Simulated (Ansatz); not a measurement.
Born–Oppenheimer molecular dynamics of a periodic cell of 16 atoms, WC (start crystal WC, start structure P-6m2, volume 1.15 times the crystal's). It goes on from the last frame of an earlier run, with new velocities.

Theory: Ansatz 0.2.0, DFT PBE-D3(BJ), scalar-relativistic, plane waves, PAW. Settings: accuracy low, PAW set soft_1, cutoff 420 eV, k mesh 2x3x2, fermi-dirac smearing 0.17 eV, no spin polarisation.

```
ensemble             : NVT, Langevin thermostat
time step            : 1 fs
steps asked          : 400
set temperature      : 1600 K
friction             : 0.02 /fs
temperature schedule : 300 steps to 300 K, then 100 steps to 300 K
seed                 : 744612
```

Frames 2 fs apart, positions in Å, forces in eV/Å.

Velocities at 30 fs (Å/ps):

```
W -4.06 -0.22 1.27
C -20.80 -9.25 1.92
W 0.48 -1.90 -1.59
C -9.50 -3.15 -4.12
W 2.11 3.30 0.75
C 10.18 2.04 -1.50
W 0.69 -1.12 -1.17
C 5.93 20.52 -11.79
W -8.11 -3.03 0.46
C -5.60 18.20 13.56
W 3.52 4.95 -2.99
C -4.26 17.11 18.50
W -4.77 3.10 0.88
C 3.51 0.47 5.78
W -0.11 0.51 -1.95
C -2.49 -9.23 2.37
```

```xyz
16
Lattice="-3.0325 -5.2525 0.0000 4.5488 -2.6263 0.0000 0.0000 0.0000 5.9285" Properties=species:S:1:pos:R:3:forces:R:3 time_fs=30 energy_less_start_eV=-0.444 T=1738
W -0.020 -4.778 -0.012 0.97 -4.44 0.28
C 1.641 -4.167 1.563 -0.60 -0.07 -0.33
W 0.138 -5.006 2.929 -1.71 -1.14 0.52
C 1.403 -4.062 4.368 1.66 -1.24 1.57
W -1.641 -2.530 -0.004 2.14 2.23 1.35
C 0.123 -1.650 1.611 -0.64 0.58 0.00
W -1.477 -2.443 3.096 0.15 0.25 -1.98
C 0.057 -1.564 4.710 -0.47 0.01 -2.04
W 1.586 -2.437 0.023 -0.38 0.48 0.77
C 2.878 -1.423 1.343 2.62 -0.78 1.48
W 1.630 -2.438 3.064 -0.46 1.15 -1.81
C 3.204 -1.657 4.526 -1.34 1.00 -0.97
W 0.099 0.187 0.043 -1.65 -0.43 0.23
C -1.432 -4.411 1.562 -0.94 2.58 -0.17
W 0.089 0.120 2.967 -0.59 0.37 0.77
C -1.621 -4.139 4.445 1.26 -0.54 0.35
16
Lattice="-3.0325 -5.2525 0.0000 4.5488 -2.6263 0.0000 0.0000 0.0000 5.9285" Properties=species:S:1:pos:R:3:forces:R:3 time_fs=32 energy_less_start_eV=-0.502 T=1965
W -0.029 -4.780 -0.010 1.02 -4.50 0.18
C 1.594 -4.186 1.568 0.06 0.14 -0.49
W 0.139 -5.010 2.926 -1.95 -1.10 0.68
C 1.385 -4.071 4.360 1.92 -0.91 1.68
W -1.638 -2.522 -0.003 1.99 2.12 1.20
C 0.139 -1.650 1.605 -0.86 0.64 -0.01
W -1.476 -2.445 3.092 0.03 0.28 -1.91
C 0.070 -1.520 4.687 -0.54 -0.45 -1.86
W 1.569 -2.443 0.022 -0.12 0.85 0.83
C 2.868 -1.387 1.371 2.45 -1.34 1.13
W 1.637 -2.428 3.057 -0.69 1.00 -1.55
C 3.189 -1.618 4.558 -1.26 0.77 -1.13
W 0.089 0.193 0.045 -1.50 -0.29 0.26
C -1.425 -4.404 1.567 -1.20 2.60 -0.19
W 0.088 0.122 2.963 -0.57 0.44 0.89
C -1.624 -4.149 4.453 1.23 -0.24 0.28
16
Lattice="-3.0325 -5.2525 0.0000 4.5488 -2.6263 0.0000 0.0000 0.0000 5.9285" Properties=species:S:1:pos:R:3:forces:R:3 time_fs=34 energy_less_start_eV=-0.550 T=2082
W -0.035 -4.785 -0.009 1.00 -4.49 0.17
C 1.546 -4.213 1.574 0.79 0.50 -0.69
W 0.139 -5.014 2.928 -2.32 -0.95 0.82
C 1.378 -4.082 4.357 2.10 -0.61 1.71
W -1.636 -2.513 0.000 1.86 1.99 1.07
C 0.151 -1.651 1.601 -1.02 0.70 -0.01
W -1.476 -2.449 3.087 -0.05 0.33 -1.82
C 0.090 -1.479 4.668 -0.65 -0.90 -1.75
W 1.554 -2.448 0.020 0.10 1.15 0.89
C 2.862 -1.353 1.400 2.26 -1.87 0.80
W 1.645 -2.415 3.050 -0.95 0.80 -1.26
C 3.165 -1.578 4.595 -1.06 0.52 -1.28
W 0.081 0.199 0.046 -1.40 -0.11 0.29
C -1.424 -4.375 1.565 -1.32 2.44 -0.11
W 0.085 0.122 2.957 -0.50 0.56 0.99
C -1.626 -4.151 4.465 1.16 -0.05 0.17
16
Lattice="-3.0325 -5.2525 0.0000 4.5488 -2.6263 0.0000 0.0000 0.0000 5.9285" Properties=species:S:1:pos:R:3:forces:R:3 time_fs=36 energy_less_start_eV=-0.577 T=2080
W -0.041 -4.792 -0.007 0.93 -4.39 0.20
C 1.508 -4.240 1.580 1.40 0.86 -0.87
W 0.138 -5.019 2.930 -2.64 -0.70 1.01
C 1.375 -4.092 4.364 2.19 -0.36 1.60
W -1.635 -2.504 0.001 1.75 1.87 1.02
C 0.154 -1.655 1.596 -1.08 0.79 0.02
W -1.477 -2.452 3.081 -0.13 0.38 -1.72
C 0.113 -1.433 4.649 -0.75 -1.41 -1.65
W 1.539 -2.453 0.021 0.29 1.42 0.89
C 2.864 -1.325 1.428 2.04 -2.33 0.53
W 1.653 -2.401 3.044 -1.20 0.58 -0.96
C 3.135 -1.536 4.636 -0.81 0.24 -1.44
W 0.072 0.204 0.048 -1.34 0.10 0.34
C -1.431 -4.336 1.558 -1.30 2.13 0.04
W 0.083 0.122 2.953 -0.44 0.73 1.02
C -1.629 -4.149 4.482 1.09 0.09 -0.01
16
Lattice="-3.0325 -5.2525 0.0000 4.5488 -2.6263 0.0000 0.0000 0.0000 5.9285" Properties=species:S:1:pos:R:3:forces:R:3 time_fs=38 energy_less_start_eV=-0.563 T=2000
W -0.047 -4.799 -0.004 0.88 -4.25 0.24
C 1.485 -4.270 1.583 1.84 1.23 -1.00
W 0.136 -5.023 2.932 -2.87 -0.43 1.25
C 1.373 -4.099 4.377 2.25 -0.17 1.42
W -1.633 -2.494 0.002 1.63 1.77 1.00
C 0.150 -1.654 1.588 -1.04 0.82 0.06
W -1.478 -2.457 3.076 -0.18 0.47 -1.63
C 0.133 -1.391 4.632 -0.84 -1.85 -1.55
W 1.523 -2.458 0.022 0.48 1.68 0.80
C 2.871 -1.301 1.452 1.83 -2.73 0.30
W 1.661 -2.388 3.035 -1.44 0.38 -0.65
C 3.102 -1.495 4.669 -0.53 -0.08 -1.55
W 0.063 0.209 0.051 -1.30 0.33 0.35
C -1.435 -4.296 1.557 -1.26 1.77 0.09
W 0.081 0.123 2.946 -0.38 0.88 1.07
C -1.625 -4.147 4.501 0.94 0.19 -0.20
16
Lattice="-3.0325 -5.2525 0.0000 4.5488 -2.6263 0.0000 0.0000 0.0000 5.9285" Properties=species:S:1:pos:R:3:forces:R:3 time_fs=40 energy_less_start_eV=-0.583 T=1874
W -0.052 -4.806 0.001 0.80 -4.05 0.31
C 1.471 -4.298 1.585 2.13 1.53 -1.09
W 0.136 -5.027 2.935 -3.01 -0.14 1.49
C 1.384 -4.105 4.390 2.14 -0.11 1.24
W -1.629 -2.484 0.003 1.49 1.66 0.99
C 0.144 -1.650 1.579 -0.99 0.80 0.08
W -1.479 -2.465 3.071 -0.20 0.61 -1.53
C 0.153 -1.365 4.604 -0.93 -2.03 -1.27
W 1.508 -2.462 0.023 0.65 1.92 0.67
C 2.875 -1.289 1.475 1.71 -2.96 0.07
W 1.670 -2.378 3.027 -1.69 0.25 -0.36
C 3.067 -1.455 4.695 -0.23 -0.44 -1.60
W 0.053 0.216 0.054 -1.25 0.40 0.23
C -1.447 -4.253 1.562 -1.08 1.34 0.03
W 0.079 0.125 2.939 -0.34 0.99 1.12
C -1.621 -4.141 4.520 0.81 0.22 -0.37
16
Lattice="-3.0325 -5.2525 0.0000 4.5488 -2.6263 0.0000 0.0000 0.0000 5.9285" Properties=species:S:1:pos:R:3:forces:R:3 time_fs=42 energy_less_start_eV=-0.625 T=1890
W -0.056 -4.811 0.006 0.77 -3.84 0.35
C 1.461 -4.316 1.579 2.27 1.74 -1.03
W 0.135 -5.030 2.938 -2.97 0.16 1.69
C 1.409 -4.115 4.405 1.86 -0.05 1.02
W -1.624 -2.473 0.005 1.37 1.54 0.98
C 0.136 -1.646 1.573 -0.91 0.79 0.08
W -1.481 -2.473 3.066 -0.19 0.76 -1.43
C 0.172 -1.349 4.572 -1.01 -2.10 -0.91
W 1.494 -2.467 0.023 0.87 2.15 0.53
C 2.887 -1.283 1.500 1.56 -3.11 -0.18
W 1.679 -2.368 3.019 -1.92 0.13 -0.10
C 3.046 -1.419 4.713 -0.07 -0.80 -1.64
W 0.043 0.223 0.058 -1.17 0.37 0.08
C -1.457 -4.212 1.562 -0.94 0.88 0.00
W 0.076 0.125 2.933 -0.29 1.14 1.15
C -1.623 -4.136 4.543 0.77 0.25 -0.58
16
Lattice="-3.0325 -5.2525 0.0000 4.5488 -2.6263 0.0000 0.0000 0.0000 5.9285" Properties=species:S:1:pos:R:3:forces:R:3 time_fs=44 energy_less_start_eV=-0.728 T=1941
W -0.060 -4.816 0.010 0.77 -3.61 0.45
C 1.464 -4.331 1.570 2.14 1.86 -0.86
W 0.132 -5.033 2.941 -2.75 0.46 1.75
C 1.442 -4.128 4.418 1.44 0.01 0.83
W -1.621 -2.462 0.007 1.29 1.44 0.99
C 0.125 -1.643 1.566 -0.78 0.78 0.07
W -1.484 -2.481 3.063 -0.13 0.97 -1.34
C 0.188 -1.344 4.532 -1.07 -2.06 -0.45
W 1.479 -2.472 0.024 1.12 2.30 0.36
C 2.913 -1.289 1.528 1.38 -3.09 -0.45
W 1.691 -2.359 3.012 -2.14 -0.03 0.11
C 3.030 -1.391 4.727 0.02 -1.09 -1.67
W 0.033 0.229 0.059 -1.08 0.29 -0.06
C -1.471 -4.164 1.561 -0.72 0.27 -0.05
W 0.073 0.124 2.927 -0.25 1.30 1.12
C -1.624 -4.126 4.566 0.75 0.18 -0.81
16
Lattice="-3.0325 -5.2525 0.0000 4.5488 -2.6263 0.0000 0.0000 0.0000 5.9285" Properties=species:S:1:pos:R:3:forces:R:3 time_fs=46 energy_less_start_eV=-0.853 T=1893
W -0.063 -4.822 0.015 0.81 -3.37 0.55
C 1.475 -4.339 1.562 1.80 1.91 -0.65
W 0.128 -5.036 2.944 -2.42 0.69 1.77
C 1.477 -4.145 4.434 0.95 0.13 0.60
W -1.616 -2.451 0.010 1.23 1.33 0.98
C 0.107 -1.639 1.562 -0.57 0.76 0.04
W -1.487 -2.488 3.059 -0.04 1.20 -1.21
C 0.203 -1.353 4.495 -1.16 -1.87 -0.03
W 1.462 -2.477 0.025 1.38 2.40 0.22
C 2.942 -1.307 1.553 1.20 -2.89 -0.66
W 1.700 -2.350 3.007 -2.33 -0.24 0.29
C 3.013 -1.370 4.734 0.13 -1.32 -1.67
W 0.023 0.235 0.058 -0.99 0.20 -0.15
C -1.491 -4.114 1.561 -0.43 -0.42 -0.15
W 0.071 0.126 2.923 -0.25 1.40 1.12
C -1.622 -4.118 4.591 0.69 0.09 -1.03
16
Lattice="-3.0325 -5.2525 0.0000 4.5488 -2.6263 0.0000 0.0000 0.0000 5.9285" Properties=species:S:1:pos:R:3:forces:R:3 time_fs=48 energy_less_start_eV=-0.953 T=1981
W -0.066 -4.828 0.021 0.92 -3.19 0.60
C 1.495 -4.343 1.555 1.29 1.93 -0.44
W 0.124 -5.039 2.945 -2.04 0.85 1.76
C 1.515 -4.167 4.447 0.43 0.32 0.42
W -1.610 -2.442 0.013 1.20 1.29 0.98
C 0.085 -1.626 1.559 -0.32 0.65 -0.03
W -1.490 -2.495 3.055 0.07 1.47 -1.02
C 0.210 -1.368 4.460 -1.20 -1.66 0.35
W 1.443 -2.482 0.026 1.68 2.47 0.06
C 2.971 -1.332 1.578 1.03 -2.56 -0.90
W 1.708 -2.340 3.003 -2.48 -0.51 0.43
C 3.001 -1.356 4.729 0.21 -1.49 -1.56
W 0.013 0.239 0.056 -0.87 0.15 -0.21
C -1.513 -4.070 1.565 -0.12 -1.13 -0.32
W 0.070 0.128 2.920 -0.28 1.48 1.13
C -1.607 -4.108 4.614 0.50 -0.07 -1.25
16
Lattice="-3.0325 -5.2525 0.0000 4.5488 -2.6263 0.0000 0.0000 0.0000 5.9285" Properties=species:S:1:pos:R:3:forces:R:3 time_fs=50 energy_less_start_eV=-0.985 T=1965
W -0.070 -4.836 0.026 1.06 -3.07 0.61
C 1.522 -4.340 1.549 0.67 1.89 -0.23
W 0.120 -5.043 2.946 -1.66 0.93 1.71
C 1.553 -4.190 4.458 -0.16 0.52 0.26
W -1.606 -2.436 0.017 1.22 1.25 0.92
C 0.064 -1.610 1.563 -0.06 0.51 -0.18
W -1.493 -2.501 3.050 0.22 1.75 -0.76
C 0.209 -1.389 4.426 -1.21 -1.42 0.72
W 1.423 -2.488 0.028 1.94 2.47 -0.04
C 3.002 -1.363 1.602 0.85 -2.10 -1.10
W 1.715 -2.331 3.001 -2.63 -0.82 0.54
C 2.985 -1.358 4.724 0.32 -1.46 -1.44
W 0.003 0.245 0.055 -0.78 0.06 -0.24
C -1.536 -4.028 1.570 0.18 -1.84 -0.54
W 0.068 0.130 2.918 -0.30 1.52 1.17
C -1.593 -4.106 4.633 0.33 -0.19 -1.41
16
Lattice="-3.0325 -5.2525 0.0000 4.5488 -2.6263 0.0000 0.0000 0.0000 5.9285" Properties=species:S:1:pos:R:3:forces:R:3 time_fs=52 energy_less_start_eV=-0.956 T=1919
W -0.072 -4.843 0.033 1.14 -3.00 0.54
C 1.541 -4.331 1.543 0.18 1.82 -0.03
W 0.117 -5.046 2.949 -1.34 0.87 1.59
C 1.593 -4.215 4.465 -0.78 0.78 0.14
W -1.601 -2.429 0.021 1.25 1.14 0.88
C 0.039 -1.593 1.565 0.22 0.35 -0.33
W -1.496 -2.507 3.044 0.35 2.05 -0.47
C 0.201 -1.414 4.398 -1.19 -1.18 1.01
W 1.403 -2.494 0.028 2.20 2.44 -0.11
C 3.032 -1.403 1.620 0.66 -1.50 -1.22
W 1.722 -2.322 3.000 -2.77 -1.15 0.60
C 2.971 -1.368 4.715 0.44 -1.33 -1.29
W -0.007 0.248 0.054 -0.68 -0.01 -0.22
C -1.558 -3.995 1.577 0.41 -2.47 -0.79
W 0.067 0.133 2.917 -0.31 1.50 1.25
C -1.585 -4.104 4.652 0.22 -0.31 -1.56
```

Of the whole run (400 fs, mean temperature of the second half 531 K): The schedule's set-point averaged 409 K over the second half and the system 531 K, so it lags behind the ramp. A run of 0.4 ps of so small a system gives no equilibrium averages. Limits of this set-up: coarse k mesh, low accuracy level.

Run time: 35 min on 2 threads of Arm Neoverse V1, on a shared host, peak memory 0.71 GiB.
